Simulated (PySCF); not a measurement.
Structure revision by computed shifts

A compound C4H6 gives the data below (simulated from a calculation) and was assigned the structure `CC1=CC1`.

¹³C{¹H} NMR (computed): δ 144.4 (C), 113.6 (CH2), 4.9 (CH2, 2C).

¹H NMR (300 MHz, computed): δ 5.79 (s, 2H), 1.07 (s, 4H).

All values are calculated (PySCF 2.14.0 with density-fitted response routines): PBE0-D3(BJ)/def2-TZVP geometry, GIAO PBE0/pcSseg-2 shieldings. Rapidly exchanging positions averaged, no solvent model, non-relativistic, one conformer.

Chemical shifts δ = σref − σ; TMS for ¹H and ¹³C, all at this level.

Task: Compare with the shifts computed for the proposed structure, pairing carbons in order of shift.

Result: Structure with atom numbers: `[CH3:1][C:2]1=[CH:3][CH2:4]1`. Hydrogens are named by the atom that carries them.

```json
{"atom": "C2", "computed for proposal": "130.0", "given list": "144.4", "difference": "-14.4"}
{"atom": "C3", "computed for proposal": "108.6", "given list": "113.6", "difference": "-5.0"}
{"atom": "C1", "computed for proposal": "15.0", "given list": "4.9", "difference": "+10.1"}
{"atom": "C4", "computed for proposal": "9.1", "given list": "4.9", "difference": "+4.2"}
```

The rms difference is 9.4 ppm and the largest -14.4 ppm at C2 (fully substituted alkene carbon). The proposal also would give 4 carbon signals, not 3. The carbon types in order of shift don't match either: C, CH, CH3, CH2 for the proposal against C, CH2, CH2, CH2 in the data. The proposal doesn't fit.

Task: Which isomer fits?

Result: Methylenecyclopropane.

Carbon types of the structure: 1 × C, 3 × CH2, which accounts for all hydrogens. δC 144.4: fully substituted alkene carbon; as expected for a trigonal carbon in a double bond. δC 113.6: terminal =CH2 carbon; an sp2 carbon of a C=C bond. δC 4.9: three-membered-ring carbon; carbons of three-membered rings are unusually shielded. δH 5.79: hydrogen on a terminal =CH2 carbon; a vinylic proton, deshielded by the sp2 carbon and the C=C anisotropy.

Other isomers checked: C1=CCC1 (rms 27.8 ppm); C#CCC (rms 33.3 ppm).

The data come from this structure; uniqueness wasn't tested.

Shifts are as computed. Against solution values, carbons near 30 ppm lie about +3 ppm off and those near 130 ppm about +9 ppm. Of 1211 compounds with measured shifts, 218 miss one by over three times the rms of a fit or turn the order of signals round; such compounds aren't used in these exercises. Multiplicities follow the n + 1 count of equivalent neighbours, as no J values were calculated; m marks all less simple cases, F and P coupling included.
